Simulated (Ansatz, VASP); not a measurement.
Pd in VASP and in Ansatz

```xyz
1
Lattice="0.0000 1.8963 1.8477 1.8963 0.0000 1.8477 1.8963 1.8963 0.0000" Properties=species:S:1:pos:R:3 pbc="T T T"
Pd    0.0000    0.0000    0.0000
```

Change from the starting cell: strain -0.025 along x and y, -0.050 along z, atoms carried along.

Alike in both runs: task single point; functional PBE; k mesh 20 × 20 × 20; occupations gaussian, width 0.15 eV; no spin polarisation.

|  | VASP | Ansatz |
| --- | --- | --- |
| version | VASP 6.6.1 | Ansatz 0.2.0 |
| potentials or method | VASP PAW PBE potentials, release 64 (Pd) | scalar-relativistic, plane waves, PAW |
| plane-wave cutoff (eV) | 520 | 420 |
| valence electrons in the cell | 10 | 18 |

VASP gave:

* gap on the k mesh at the Fermi level (eV): none
* pressure (GPa): 34.9
* largest component of the traceless stress (GPa): 1.34

Problem. Estimate Ansatz's values.

Solution. gap on the k mesh at the Fermi level (eV): none; pressure (GPa): 35.5; largest component of the traceless stress (GPa): 1.36.

A gap of «none» marks a metal or a gap that the smearing closes. The functional is the same, so the differences come from potentials, cutoffs and numerics. The two sets of potentials don't hold the same shells in valence.

Caveats: so large a pressure means that the cell lies far from this level's equilibrium, or that cutoff or potentials fall short (VASP).
